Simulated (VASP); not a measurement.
Write the native input for VASP 6.6.1 that does the following.

```
Task                   : single point
Functional             : PBE
Potentials or basis    : VASP PAW PBE potentials, release 64 (Mo_sv, Si)
Cutoff                 : 520 eV
k mesh                 : 8 × 8 × 8
Occupations            : fermi-dirac, width 0.04 eV
Spin                   : no spin polarisation
Dipole correction      : no
Further INCAR settings : ALGO = Fast; EDIFF = 1e-07; NBANDS = 18
```

The structure of Si2Mo lies in POSCAR:

```
Si2Mo
1.0
   -1.6000000000      1.6000000000      3.9305000000
    1.6000000000     -1.6000000000      3.9305000000
    1.6000000000      1.6000000000     -3.9305000000
Mo Si
1 2
Direct
    0.0000000000      0.0000000000      0.0000000000
    0.6670000000      0.6670000000      0.0000000000
    0.3330000000      0.3330000000      0.0000000000
```

These files were run (other wordings do the same):

INCAR

```
PREC = Accurate
ENCUT = 520
EDIFF = 1E-7
ISMEAR = -1
SIGMA = 0.04
LREAL = False
LASPH = True
NELM = 100
ALGO = Fast
ISIF = 2
LWAVE = False
LCHARG = False
GGA = PE
NBANDS = 18
```

KPOINTS

```
regular mesh
0
Gamma
  8 8 8
```

Potentials or basis: VASP PAW PBE potentials, release 64 (Mo_sv, Si).

Command:

```console
$ cat potpaw_PBE.64/Mo_sv/POTCAR potpaw_PBE.64/Si/POTCAR > POTCAR
$ mpirun -np 1 vasp_std > vasp.out
```

It gave:

| Property | Result |
| --- | --- |
| Pressure | 2.4 GPa |
| Largest force | 0.312 eV/Å |
| Band gap on the k mesh | none (metal or under the smearing width) |

Run time: 2.2 min on 1 thread of Intel(R) Xeon(R) Platinum 8375C CPU @ 2.90GHz (Ice Lake) (shared host), peak memory 0.22 GiB.
